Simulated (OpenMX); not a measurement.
Runs of OpenMX 3.8.5 on BAs. It takes space group Pmmm (No. 47, orthorhombic). Conventional cell: a = 2.183 Å, b = 3.257 Å, c = 5.080 Å, α = 90.00°, β = 90.00°, γ = 90.00°. Around B (site symmetry mmm) lie 2 B at 2.18 Å. As (site symmetry mmm) has 2 As at 2.18 Å as nearest neighbours. The cell was built by a generator and needn't be a form met in nature.

```tsv
cell	gap on the mesh (eV)	pressure (GPa)
Pmmm, 18.05 Å³/atom	none	3.4
Pmmm, 14.71 Å³/atom	none	(a)
Pmmm, 17.39 Å³/atom	none	5.3
Pmmm, 15.38 Å³/atom	none	16.1
Pmmm, 16.72 Å³/atom	none	7.9
Pmmm, 16.05 Å³/atom	none	(b)
```

Alike in all rows: task single point; level PBE; potentials or basis OpenMX 2013 PBE set, B7.0-s2p2d1, As7.0-s3p2d2, grid cutoff 500 Ry; no spin polarisation; k mesh 9 × 7 × 5; smearing fermi-dirac 0.05 eV.

Question: Fill in the values left out.

Answer: (a) 22.3; (b) 11.4.

Caveats: the basis has few d functions beyond the semicore shells, which can make volumes several per cent too large; this functional lacks dispersion, which binds the layers, so the pressure and a relaxed spacing across them are unreliable; the basis of atomic orbitals isn't converged, which shifts pressures, moduli and gaps.

A k mesh can miss the band edges, and the runs leave out spin-orbit coupling on As.

A gap of «none» marks a metal or a gap under the smearing width.
